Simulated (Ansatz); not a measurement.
B: from a trial structure to a relaxed crystal

All numbers below come from Ansatz, DFT PBE, scalar-relativistic, plane waves, PAW. Cutoff 420 eV, Γ-centred k mesh, Gaussian smearing, no spin polarisation in the final step.

The start is a random cell of B without symmetry, drawn with lower limits on the distances.

```yaml
crystal:
  lattice:
    - [3.13508, 0.00000, 0.00000]
    - [1.16491, 2.40275, 0.00000]
    - [-2.30832, -1.03093, 4.11343]
  atoms:
    - { symbol: B, position: [0.14030, 0.15540, 0.32008] }
    - { symbol: B, position: [0.33257, 0.28561, 0.61446] }
    - { symbol: B, position: [0.52947, 0.40805, 0.52002] }
    - { symbol: B, position: [0.76252, 0.20191, 0.30911] }
```

Cell and atoms relax at zero pressure; the relaxation can't lower the symmetry of the start. After a coarse first stage the cell is made exact in the group found at 0.06 Å.

Energies count from the standard state of B at the same level.

Question: Describe the relaxed structure.

Answer: It ends in C2/m (No. 12). Conventional cell: a = 5.604 Å, b = 2.907 Å, c = 3.246 Å, β = 92.3°. Around B on Wyckoff site i (2 atoms of the primitive cell) lie 7 B at 1.75–1.87 Å; B on Wyckoff site i (2 atoms of the primitive cell) is coordinated by 6 B at 1.70–1.87 Å.

Space group C2/m (No. 12). a = 5.604 Å, b = 2.907 Å, c = 3.246 Å, α = 90.00°, β = 92.30°, γ = 90.00°
| atom | site | symmetry | x | y | z |
| --- | --- | --- | --- | --- | --- |
| B | 4i | m | 0.7310 | 0.5000 | 0.3293 |
| B | 4i | m | 0.5972 | 0.5000 | 0.8056 |

Question: What are its volume, energy, density and gap?

Answer: The volume per atom is 6.60 Å³ and the density is 2.72 g/cm³. The energy over the standard structure is 0.22 eV/atom and the gap on the 18×18×14 mesh is 0 eV (a metal).

The final run used a 18×18×14 mesh on its 4-atom cell and 0.10 eV smearing. The k mesh leaves about 4 meV/atom of noise in metals. Symmetry constrained the relaxation, so the result can be a saddle point.